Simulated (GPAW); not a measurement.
Crystal: Lu.

```
CELL_PARAMETERS angstrom
-1.95411 1.95411 1.95411
1.95411 -1.95411 1.95411
1.95411 1.95411 -1.95411
ATOMIC_POSITIONS crystal
Lu 0.00000 0.00000 0.00000
```

This isn't the form of Lu at room conditions, which is hcp.

```yaml
Program: GPAW 26.7.0
Task: relaxation of cell and atoms
Functional: LDA
Potentials_or_basis: the program's PAW data sets (release 1.2.1) made for this functional
Cutoff: 800 eV
Basis: pw
k_mesh: 10 × 10 × 10
Occupations: fermi-dirac, width 0.05 eV
Spin: no spin polarisation
```

At the start: pressure -5.3 GPa; volume 29.85 Å³/atom.

Task: Where does the relaxation end?

Result: Over 4 steps the energy falls by 62.6 meV/atom and the volume is 26.27 Å³/atom (-12.0 %); space group Im-3m (No. 229, to 0.05 Å).

The path:
```csv
step,energy change (eV),largest force (eV/Å),pressure (GPa),volume (Å³)
1,0.0000,0.0000,-5.32,29.85
2,-0.0350,0.0000,-3.79,28.61
3,-0.0624,0.0000,0.30,26.11
4,-0.0626,0.0000,-0.01,26.27
```

Final structure:
```xyz
1
Lattice="-1.8727 1.8727 1.8727 1.8727 -1.8727 1.8727 1.8727 1.8727 -1.8727" Properties=species:S:1:pos:R:3 pbc="T T T"
Lu    0.0000    0.0000    0.0000
```

Caveat: one-centre terms of the f shell are cut off; later steps reuse the first step's grids.
